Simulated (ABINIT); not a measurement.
## CoO in ABINIT: the effect of Hubbard term

The system is CoO.

```xyz
2
Lattice="0.0000 2.1315 2.1315 2.1315 0.0000 2.1315 2.1315 2.1315 0.0000" Properties=species:S:1:pos:R:3 pbc="T T T"
Co    0.0000    0.0000    0.0000
O     2.1315    2.1315    2.1315
```

Alike in all runs:

```yaml
Program: ABINIT 10.8.3 (patched build)
Task: projected density of states
Functional: LDA
Potentials_or_basis: JTH PAW PBE v2.0
Cutoff: 707 eV
k_mesh: 9 × 9 × 9
Occupations: fermi-dirac, width 0.05 eV
Spin: collinear spin, ferromagnetic start
Starting_moments: "[2.0, 0.0] μB"
Double_counting_usepawu: 1
k_mesh_for_the_DOS: 13 × 13 × 13
Fine-grid_cutoff: 1306.15 eV
```

```csv
Hubbard term,pressure (GPa)
Co d U = 0 eV,?
Co d U = 2 eV,-16.8
Co d U = 4 eV,-15.9
Co d U = 6 eV,-14.8
```

**Question.** What does the run with Hubbard term Co d U = 0 eV give?

**Answer.** Pressure -19.3 GPa.

Worked out: A straight line through the other rows of the pressure, of slope 0.5 GPa per eV, extrapolates to -17.8 GPa, against the run's -19.3. The fit is too stiff a form for this range.

Caveats: the PAW data sets were made with another functional, which shifts forces and pressure a little; a cell with one magnetic atom can't hold antiferromagnetic order, which such compounds often take.
